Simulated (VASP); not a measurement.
# Sr in VASP: a series of runs, part 2 of 2

VASP 6.6.1. The steps go on from the part before.

## 3. Work function, LDA

The input, INCAR:

```
SYSTEM = Sr
PREC = Accurate
ENCUT = 520
EDIFF = 1E-6
ISMEAR = -1
SIGMA = 0.05
LREAL = .False.
LASPH = .True.
NELM = 100
ALGO = Normal
ISIF = 2
LWAVE = .False.
LCHARG = .True.
LDIPOL = .True.
IDIPOL = 3
DIPOL = 0.5 0.5 0.500
LELF = .True.
LVHAR = .True.
LVACPOTAV = .True.
```

The input, KPOINTS:

```
Automatic mesh
0
Gamma
  7 7 1
  0 0 0
```

The input, POSCAR:

```
Sr
1.0
    4.3100002206      0.0000000000      0.0000000000
   -2.1550001103      3.7325696815      0.0000000000
    0.0000000000      0.0000000000     22.0500000000
Sr
3
Direct
    0.3333333333      0.6666666666      0.3401360544
    0.6666666667      0.3333333334      0.5000000000
    0.3333333333      0.6666666666      0.6598639456
```

Potentials or basis: VASP PAW LDA potentials, release 64 (Sr_sv).

Run with:

```console
cat potpaw_LDA.64/Sr_sv/POTCAR > POTCAR
mpirun -np 1 vasp_std > vasp.out
```

OUTCAR:

```text
SYSTEM = Sr
   PREC = Accurate
   ENCUT = 520
   EDIFF = 1E-6
   ISMEAR = -1
   LREAL = .False.
   LASPH = .True.
   NELM = 100
   ISIF = 2

 ion  position               nearest neighbor table
   1  0.333  0.667  0.340-   2 4.31   2 4.31   2 4.31
   2  0.667  0.333  0.500-   1 4.31   3 4.31   1 4.31   3 4.31   1 4.31   3 4.31
   3  0.333  0.667  0.660-   2 4.31   2 4.31   2 4.31

  LATTYP: Found a hexagonal cell.
 ALAT       =     4.3100002206
 C/A-ratio  =     5.1160090189

  Lattice vectors:

 A1 = (   4.3100002206,   0.0000000000,   0.0000000000)
 A2 = (  -2.1550001103,   3.7325696815,   0.0000000000)
 A3 = (   0.0000000000,   0.0000000000,  22.0500000000)

Analysis of symmetry for initial positions (statically):
=====================================================================
 Subroutine PRICEL returns:
 Original cell was already a primitive cell.

 Routine SETGRP: Setting up the symmetry group for a
 hexagonal supercell.

 Subroutine GETGRP returns: Found 12 space group operations
 (whereof 12 operations were pure point group operations)
 out of a pool of 24 trial point group operations.

The static configuration has the point symmetry D_3h.

[... 151 lines left out ...]
 val. band max:       -0.9245246329   @ k =   0.2857   0.1429   0.0000
 cond. band min:      -0.6027915234   @ k =   0.0000   0.0000   0.0000
 fundamental gap:      0.3217331095
 Fermi energy:        -0.6317060451

 k-point     1 :       0.0000    0.0000    0.0000
  band No.  band energies     occupation
      1     -37.5573      2.00000
      2     -37.5572      2.00000
      3     -37.2116      2.00000
      4     -19.6955      2.00000
      5     -19.6861      2.00000
      6     -19.5266      2.00000
[... 153 lines left out ...]
      6     -19.6372      2.00000
[... 11 lines left out ...]
     18      -0.1120      0.00006
     19       0.0504      0.00000

------------------------ aborting loop because EDIFF is reached ----------------------------------------

  FORCE on cell =-STRESS in cart. coord.  units (eV):
  Direction    XX          YY          ZZ          XY          YZ          ZX
  --------------------------------------------------------------------------------------
  -------------------------------------------------------------------------------------
  Total       -1.6736090     -1.6736090     -1.4178588      0.0000000      0.0000000     -0.0000000
  in kB       -7.5591119     -7.5591119     -6.4039767      0.0000000      0.0000000     -0.0000000
  external PRESSURE =      -7.1740668 kB  Pullay stress =       0.0000000 kB

 VOLUME and BASIS-vectors are now :
 -----------------------------------------------------------------------------
  energy-cutoff  :      520.00
  volume of cell :      354.73
      direct lattice vectors                 reciprocal lattice vectors
     4.310000221  0.000000000  0.000000000     0.232018550  0.133955972  0.000000000
    -2.155000110  3.732569681  0.000000000     0.000000000  0.267911944  0.000000000
     0.000000000  0.000000000 22.050000000     0.000000000  0.000000000  0.045351474

 POSITION                                       TOTAL-FORCE (eV/Angst)
 -----------------------------------------------------------------------------------
     -0.00000      2.48838      7.50000         0.000000      0.000000      0.199919
      2.15500      1.24419     11.02500        -0.000000      0.000000      0.000000
     -0.00000      2.48838     14.55000         0.000000      0.000000     -0.199919
 -----------------------------------------------------------------------------------
    total drift:                               -0.000000      0.000000     -0.000000

  FREE ENERGIE OF THE ION-ELECTRON SYSTEM (eV)
  ---------------------------------------------------
  free  energy   TOTEN  =        -4.7922455834 eV

  energy  without entropy=       -4.7560928704  energy(sigma->0) =       -4.77416923

 vacuum level on the upper side and lower side of the slab         2.105         2.105
```

OSZICAR:

```text
N       E                     dE             d eps       ncg     rms          rms(c)
DAV:   1     0.200555745767E+03    0.20056E+03   -0.13088E+04   368   0.119E+03
DAV:   2     0.165200319866E+02   -0.18404E+03   -0.18116E+03   368   0.271E+02
DAV:   3    -0.321139452212E+01   -0.19731E+02   -0.19566E+02   462   0.673E+01
[... 13 lines left out ...]
DAV:  17    -0.479221004946E+01   -0.45431E-04   -0.39041E-06   296   0.332E-03    0.305E-03
DAV:  18    -0.479223419855E+01   -0.24149E-04   -0.16331E-06   276   0.233E-03    0.125E-03
DAV:  19    -0.479224348168E+01   -0.92831E-05   -0.78358E-07   246   0.159E-03    0.434E-04
DAV:  20    -0.479224544883E+01   -0.19671E-05   -0.24580E-07   244   0.914E-04    0.514E-04
DAV:  21    -0.479224558342E+01   -0.13459E-06   -0.27201E-08   203   0.499E-04
   1 F= -.47922456E+01 E0= -.47741692E+01  d E =-.361527E-01
```

stdout:

```text
POSCAR found type information on POSCAR Sr
 POSCAR found :  1 types and       3 ions
 scaLAPACK will be used
 LDA part: xc-table for (Slater(with rela. corr.)+CA(PZ))
 , standard interpolation
 POSCAR, INCAR and KPOINTS ok, starting setup
 FFT: planning ... GRIDC
 FFT: planning ... GRID_SOFT
 FFT: planning ... GRID
 WAVECAR not read
 entering main loop
 -----------------------------------------------------------------------------
|                                                                             |
|           W    W    AA    RRRRR   N    N  II  N    N   GGGG   !!!           |
|           W    W   A  A   R    R  NN   N  II  NN   N  G    G  !!!           |
|           W    W  A    A  R    R  N N  N  II  N N  N  G       !!!           |
|           W WW W  AAAAAA  RRRRR   N  N N  II  N  N N  G  GGG   !            |
|           WW  WW  A    A  R   R   N   NN  II  N   NN  G    G                |
|           W    W  A    A  R    R  N    N  II  N    N   GGGG   !!!           |
|                                                                             |
|     Did not find any points to average over, which means that no vacuum     |
|     field-free region was found. Please increase the size of  your cell     |
|     in the dimension of the dipole correction to obtain accurate            |
|     workfunction values.                                                    |
|                                                                             |
 -----------------------------------------------------------------------------
```

It took 56 s on 1 thread of Intel Xeon Platinum 8488C (Sapphire Rapids), shared host; peak memory 0.32 GiB.

What came out:

```yaml
Free_energy: -4.7922 eV
Largest_force: 0.200 eV/Å
Band_gap_on_the_k_mesh: none (metal or under the smearing width)
Work_function_of_the_upper_face: 2.74 eV
Work_function_of_the_lower_face: 2.74 eV
```

Forces in eV/Å, atoms in the order of the input:
```
Sr   0.000  0.000  0.200
Sr   0.000  0.000  0.000
Sr   0.000  0.000 -0.200
```

Levels at points of the mesh, in eV from the Fermi level:
```csv
k point,band 13,band 14,band 15,band 16,band 17,band 18
"(0.00, 0.00, 0.00)",-3.47,-2.81,-1.84,0.03,0.37,0.91
```

## 4. Work function, PBE

Changes to INCAR since step 3:

```diff
@@ -16,2 +16,3 @@
 DIPOL = 0.5 0.5 0.500
+GGA = PE
 LELF = .True.
```

KPOINTS is that of step 3.

POSCAR is that of step 3.

Potentials or basis: VASP PAW PBE potentials, release 64 (Sr_sv).

Run with:

```console
cat potpaw_PBE.64/Sr_sv/POTCAR > POTCAR
mpirun -np 1 vasp_std > vasp.out
```

OUTCAR:

```text
SYSTEM = Sr
   PREC = Accurate
   ENCUT = 520
   EDIFF = 1E-6
   ISMEAR = -1
   LREAL = .False.
   LASPH = .True.
   NELM = 100
   ISIF = 2
   GGA = PE

 ion  position               nearest neighbor table
   1  0.333  0.667  0.340-   2 4.31   2 4.31   2 4.31
   2  0.667  0.333  0.500-   1 4.31   3 4.31   1 4.31   3 4.31   1 4.31   3 4.31
   3  0.333  0.667  0.660-   2 4.31   2 4.31   2 4.31

  LATTYP: Found a hexagonal cell.
 ALAT       =     4.3100002206
 C/A-ratio  =     5.1160090189

[... 355 lines left out ...]
  Direction    XX          YY          ZZ          XY          YZ          ZX
  --------------------------------------------------------------------------------------
  -------------------------------------------------------------------------------------
  Total       -0.3618355     -0.3618355     -0.5007869      0.0000000      0.0000000      0.0000000
  in kB       -1.6342855     -1.6342855     -2.2618809      0.0000000      0.0000000      0.0000000
  external PRESSURE =      -1.8434839 kB  Pullay stress =       0.0000000 kB

 VOLUME and BASIS-vectors are now :
 -----------------------------------------------------------------------------
  energy-cutoff  :      520.00
  volume of cell :      354.73
      direct lattice vectors                 reciprocal lattice vectors
     4.310000221  0.000000000  0.000000000     0.232018550  0.133955972  0.000000000
    -2.155000110  3.732569681  0.000000000     0.000000000  0.267911944  0.000000000
     0.000000000  0.000000000 22.050000000     0.000000000  0.000000000  0.045351474

 POSITION                                       TOTAL-FORCE (eV/Angst)
 -----------------------------------------------------------------------------------
     -0.00000      2.48838      7.50000        -0.000000      0.000000      0.069830
      2.15500      1.24419     11.02500         0.000000      0.000000      0.000000
     -0.00000      2.48838     14.55000         0.000000      0.000000     -0.069830
 -----------------------------------------------------------------------------------
    total drift:                                0.000000      0.000000     -0.000000

  FREE ENERGIE OF THE ION-ELECTRON SYSTEM (eV)
  ---------------------------------------------------
  free  energy   TOTEN  =        -4.2423872904 eV

  energy  without entropy=       -4.2078313400  energy(sigma->0) =       -4.22510932

 vacuum level on the upper side and lower side of the slab         2.136         2.136
```

Wall time 66 s (1 thread of Intel Xeon Platinum 8488C (Sapphire Rapids), shared host); peak memory 0.41 GiB.

What came out:

| Property | Result |
| --- | --- |
| Free energy | -4.2424 eV |
| Largest force | 0.070 eV/Å |
| Band gap on the k mesh | none (metal or under the smearing width) |
| Work function of the upper face | 2.65 eV |
| Work function of the lower face | 2.65 eV |

Forces on the atoms (eV/Å):
```
Sr   0.000  0.000  0.070
Sr   0.000  0.000  0.000
Sr   0.000  0.000 -0.070
```

Levels at points of the mesh, in eV from the Fermi level:
```tsv
k point	band 13	band 14	band 15	band 16	band 17	band 18
(0.00, 0.00, 0.00)	-3.45	-2.78	-1.80	0.00	0.40	0.97
```

## 5. Overview

| task | level | potentials or basis | cell | smearing | gap on the mesh (eV) | largest force (eV/Å) | work function (eV) |
| --- | --- | --- | --- | --- | --- | --- | --- |
| optical spectrum | PBE+TS | VASP PAW PBE potentials, release 54 (Sr_sv) | the (0 0 1) slab of Sr, cut from the database cell, not relaxed | gaussian 0.05 eV | none | 0.17 | - |
| work function | LDA | VASP PAW LDA potentials, release 64 (Sr_sv) | as given | fermi-dirac 0.05 eV | none | 0.20 | 2.74 |
| work function | PBE | VASP PAW PBE potentials, release 64 (Sr_sv) | as given | fermi-dirac 0.05 eV | none | 0.07 | 2.65 |

Alike in all rows: no spin polarisation; k mesh 7 × 7 × 1; cutoff (eV) 520.

Caveats: atom-pairwise D2, TS and ULG terms overbind metals (some runs); spectra need much finer meshes, so this one isn't converged (some runs); independent-particle spectra lack excitons (some runs); the intraband (Drude) part of a metal's response may be missing (some runs).

Total energies depend on the potentials used, so only differences within one code and one set of settings carry meaning.
